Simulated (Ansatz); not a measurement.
## AgBr under changes of volume

One of the cells (23.644 Å³/atom); the others are scaled copies at fixed shape and fractional positions:

```
Ag Br
1.0
     0.00000    2.87015    2.87015
     2.87015    0.00000    2.87015
     2.87015    2.87015    0.00000
Ag Br
1 1
Direct
  0.00000 0.00000 0.00000
  0.50000 0.50000 0.50000
```

| Quantity | Value |
| --- | --- |
| Program | Ansatz 0.2.0 |
| Functional | LDA |
| Potentials or basis | all-electron LAPW, relativistic spinors |
| Cutoff | 232 eV (chosen from the basis error) |
| Basis error allowed | 0.0005 eV/atom |
| k mesh | 6 × 6 × 6 |
| Occupations | cold, width 0.01 eV |
| Spin | spin-orbit coupling, no magnetisation |
| Hubbard terms | Ag d U = 1 eV |

```csv
volume (Å³/atom),energy over the lowest point (meV/atom),pressure (GPa)
22.225,0.00,-1.0
22.698,4.70,-2.1
23.171,12.55,-3.1
23.644,23.13,-4.0
24.116,36.09,-4.8
24.589,51.11,-5.4
25.062,?,?
```

What does the run at 25.062 Å³/atom give?

Energy over the lowest point 67.94 meV/atom; pressure -6.0 GPa.

Worked out: A Birch-Murnaghan fit of order 3 (a polynomial in V^(-2/3)) to the other rows has its minimum at 21.86 Å³/atom, just outside them, with B0 = V·E''(V) = 63 GPa and B' = 5.4. It gives 67.93 meV/atom at 25.062 Å³/atom, against the run's 67.94, and -dE/dV = -6.0 GPa, against -6.0.

Energies are extrapolated to zero smearing.

Caveats: U is the effective U less J, on atomic orbitals that reach past the spheres.
